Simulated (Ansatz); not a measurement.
C4H11O+: where a starting geometry ends

The starting geometry of this gas-phase singlet was optimised with GFN2-xTB; its bonds are those of `CC[OH+]CC`.

```yaml
atoms:
  - { symbol: C, position_ang: [-1.5314, -1.3639, -1.9868] }
  - { symbol: C, position_ang: [-0.6706, -1.1538, -0.7617] }
  - { symbol: C, position_ang: [0.3932, 0.6946, 0.5267] }
  - { symbol: C, position_ang: [0.5221, 2.2004, 0.4963] }
  - { symbol: O, position_ang: [-0.5585, 0.2890, -0.5142] }
  - { symbol: H, position_ang: [-1.0509, -0.9782, -2.8836] }
  - { symbol: H, position_ang: [-2.5017, -0.8897, -1.8645] }
  - { symbol: H, position_ang: [-1.6948, -2.4284, -2.1291] }
  - { symbol: H, position_ang: [0.3271, -1.5834, -0.8883] }
  - { symbol: H, position_ang: [-1.1379, -1.5732, 0.1316] }
  - { symbol: H, position_ang: [-0.3163, 0.7354, -1.3549] }
  - { symbol: H, position_ang: [-0.0326, 0.3494, 1.4707] }
  - { symbol: H, position_ang: [1.3554, 0.2021, 0.3577] }
  - { symbol: H, position_ang: [0.9783, 2.5442, -0.4300] }
  - { symbol: H, position_ang: [1.1565, 2.5208, 1.3178] }
  - { symbol: H, position_ang: [-0.4482, 2.6751, 0.6180] }
```

Question: Predict what it relaxes into with PBE-D3(BJ)/def2-SVP.

Answer: It keeps its bonds, and is `CC[OH+]CC`.

The energy falls by 0.15 eV over 8 steps:

```csv
step,E − E(last) (eV)
1,0.147
2,0.027
3,0.021
4,0.001
5,0.001
6,0.000
7,0.000
8,0.000
```

Final geometry (Å):

```yaml
atoms:
  - { symbol: C, position_ang: [-1.5709, -1.3931, -1.9937] }
  - { symbol: C, position_ang: [-0.6810, -1.1924, -0.7984] }
  - { symbol: C, position_ang: [0.4280, 0.7333, 0.5432] }
  - { symbol: C, position_ang: [0.5185, 2.2343, 0.5329] }
  - { symbol: O, position_ang: [-0.4835, 0.2921, -0.5812] }
  - { symbol: H, position_ang: [-1.1039, -1.0333, -2.9337] }
  - { symbol: H, position_ang: [-2.5612, -0.9177, -1.8574] }
  - { symbol: H, position_ang: [-1.7341, -2.4832, -2.1163] }
  - { symbol: H, position_ang: [0.3308, -1.6330, -0.9076] }
  - { symbol: H, position_ang: [-1.1371, -1.5240, 0.1530] }
  - { symbol: H, position_ang: [-0.2332, 0.7367, -1.4264] }
  - { symbol: H, position_ang: [-0.0718, 0.3268, 1.4421] }
  - { symbol: H, position_ang: [1.3978, 0.2197, 0.3837] }
  - { symbol: H, position_ang: [1.0025, 2.6223, -0.3871] }
  - { symbol: H, position_ang: [1.1600, 2.5416, 1.3838] }
  - { symbol: H, position_ang: [-0.4716, 2.7100, 0.6688] }
```

The end wasn't checked by frequencies. Run with Ansatz 0.2.0, 7.8 s on 2 threads of Intel(R) Xeon(R) 6975P-C (Granite Rapids) (shared host).
